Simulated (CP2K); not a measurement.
Runs of CP2K 2026.2 on N. It takes space group P4_2/mnm (No. 136, tetragonal). The conventional cell has a = 4.084 Å, b = 4.084 Å, c = 5.346 Å, α = 90.00°, β = 90.00°, γ = 90.00°. Around N (site symmetry m2m) lie 1 N at 1.11 Å. 

```tsv
level	cutoff radius of the dispersion sum (A)	cutoff of the non-local correlation (Ry)	gap on the mesh (eV)	pressure (GPa)	largest force (eV/Å)
PBE+D3(BJ)	20	-	7.00	0.2	0.15
PBE+D3	20	-	7.00	0.3	0.14
PBE+rVV10	-	300	6.98	0.4	(a)
PBE	-	-	7.00	(b)	0.14
PBE+D3(BJ)+ATM	20	-	7.00	0.2	0.15
PBE+D4	20	-	7.00	0.3	0.15
PBE+D2	20	-	7.00	0.2	0.16
```

Alike in all rows: task single point; potentials or basis POTENTIAL_UZH N GTH-PBE-q5; TZVP-MOLOPT-PBE-GTH basis; no spin polarisation; cell as given; k mesh 7 × 7 × 5; smearing fermi-dirac 0.05 eV.

Question: Estimate the missing entries.

Answer: (a) 0.21; (b) 0.7.

Caveats: an odd mesh through Γ misses points on the zone boundary, where band edges often lie; the basis of atomic orbitals isn't converged, which shifts pressures, moduli and gaps.
